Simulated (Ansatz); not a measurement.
Input and command of a plane-wave DFT calculation in Ansatz:

```yaml
crystal:
  lattice:
    - [3.2864339574, 0.0, 0.0]
    - [0.0, 3.2864339574, 0.0]
    - [0.0, 0.0, 3.2864339574]
  atoms:
    - { symbol: Sc, position: [0.5, 0.5, 0.5] }
    - { symbol: Al, position: [0.0, 0.0, 0.0] }
basis:
  ecutwfc: 420
kpoints:
  mp_grid: { grid: [12, 12, 12] }
hamiltonian:
  xc: pbesol
scf:
  occupations: { method: fermi_dirac, width: 0.15 }
output:
  forces: true
  stress: true
  eigenvalues: true
relax:
  adjacent_minimum: "off"
  f_tol: 0.001
  max_steps: 60
  cell: { stress_tol: 0.02, p_target: 15.0 }
```

```bash
ansatz run input.yaml --threads 1 --pin off --max-ram 3072MiB --backend cpu --events-out ev --progress --plain --runs-dir out
```

Processor: Arm Neoverse V1, 1 thread, on a host shared with other jobs.

Question: How long does it run, and how much memory does it take?

Answer: About 19 s on 1 thread of Arm Neoverse V1, on a shared host, peak memory 0.33 GiB. It solves 11 bands at 84 k points (the mesh reduced by the symmetry that the task leaves, which can be less than the crystal's) with about 619 plane waves (on the last cell), in 39 SCF iterations over 8 ionic steps.
